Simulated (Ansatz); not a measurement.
# Ta2N: the cost of one run

Method: DFT PBE, scalar-relativistic, plane waves, PAW, in Ansatz 0.2.0.

2 further runs of the same task are left out: 2 that didn't finish.

## 1. The system as given

Symmetry: P-3m1, No. 164, trigonal system. Conventional cell: a = 3.101 Å, b = 3.101 Å, c = 4.882 Å, α = 90.00°, β = 90.00°, γ = 120.00°. Ta (site symmetry 3m) is surrounded by 3 N at 2.18 Å. Around N (site symmetry -3m) lie 6 Ta at 2.18 Å.

Structure file:

```xyz
3
Lattice="3.1011 0.0000 0.0000 -1.5506 2.6857 0.0000 0.0000 0.0000 4.8819" Properties=species:S:1:pos:R:3 pbc="T T T"
Ta    1.5506    0.8952    3.6365
Ta    0.0000    1.7904    1.2453
N     0.0000    0.0000    0.0000
```

It goes back to an entry of the Materials Project, which need not be the stable form.

It is the result of an earlier relaxation at this level (volume 13.55 Å³/atom; gap on the mesh: none (metal)).

## 2. The undisturbed cell

input.yaml reads:

```yaml
crystal:
  lattice:
    - [3.1011400584, 0.0, 0.0]
    - [-1.5505700292, 2.6856660713, 0.0]
    - [0.0, 0.0, 4.8818900414]
  atoms:
    - { symbol: Ta, position: [0.6666666667, 0.3333333333, 0.7449050326] }
    - { symbol: Ta, position: [0.3333333333, 0.6666666667, 0.2550949674] }
    - { symbol: "N", position: [0.0, 0.0, 0.0] }
basis:
  ecutwfc: 420
kpoints:
  mp_grid: { grid: [18, 18, 10] }
hamiltonian:
  xc: pbe
scf:
  occupations: { method: gaussian, width: 0.15 }
output:
  forces: true
  stress: true
  eigenvalues: true
```

Started as:

```bash
> ansatz run input.yaml --threads 1 --pin off --max-ram 2560MiB --backend cpu --events-out ev --progress --plain --runs-dir out
```

Q: Estimate wall time and peak memory on 1 thread of Intel Xeon Platinum 8259CL at 2.50GHz (Skylake/Cascade Lake), shared host.

About 15 s, with a peak of 0.51 GiB.
